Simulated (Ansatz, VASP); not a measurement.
# Two plane-wave programs on Cu

File INCAR:

```
PREC = Accurate ; ENCUT = 600
EDIFF = 1E-6 ; ISMEAR = -1
SIGMA = 0.15 ; LREAL = F
LASPH = T ; NELM = 60
ALGO = Normal ; ISIF = 3
LWAVE = F ; LCHARG = F
IBRION = 2 ; NSW = 80
EDIFFG = -0.001
```

The input KPOINTS:

```
Automatic mesh
0
Gamma
  20 20 20
```

Contents of POSCAR:

```
Cu
1.0
    0.0000000000      1.7589767723      1.7589767723
    1.7589767723      0.0000000000      1.7589767723
    1.7589767723      1.7589767723      0.0000000000
Cu
1
Direct
    0.0000000000      0.0000000000      0.0000000000
```

Input for Ansatz:

```yaml
crystal:
  lattice:
    - [0.0, 1.7589767723, 1.7589767723]
    - [1.7589767723, 0.0, 1.7589767723]
    - [1.7589767723, 1.7589767723, 0.0]
  atoms:
    - { symbol: Cu, position: [0.0, 0.0, 0.0] }
basis:
  ecutwfc: 420
kpoints:
  mp_grid: { grid: [20, 20, 20] }
hamiltonian:
  xc: lda
  pseudopotentials: { kind: paw, azcp: { folder: soft_1 } }
scf:
  occupations: { method: fermi_dirac, width: 0.15 }
output:
  forces: true
  stress: true
  eigenvalues: true
relax:
  adjacent_minimum: "off"
  f_tol: 0.001
  max_steps: 60
  cell: { stress_tol: 0.01 }
```

Alike in both runs: task relaxation of cell and atoms; functional LDA; k mesh 20 × 20 × 20; occupations fermi-dirac, width 0.15 eV; no spin polarisation.

```csv
,VASP,Ansatz
version,VASP 6.6.1,Ansatz 0.2.0
potentials or method,"VASP PAW LDA potentials, release 64 (Cu)","scalar-relativistic, plane waves, PAW"
plane-wave cutoff (eV),600,420
valence electrons in the cell,11,19
```

```tsv
	VASP	Ansatz	Ansatz less VASP
gap on the k mesh at the Fermi level, each at its own relaxed structure (eV)	none	none	-
relaxed volume (Å³/atom)	10.94	10.89	-0.054
relaxed cell length with the largest relative difference (Å)	2.492	2.488	-0.0041
```

A gap of «none» marks a metal or a gap that the smearing closes. The two sets of potentials don't hold the same shells in valence. Ansatz warned: «pseudo_functional_mismatch».
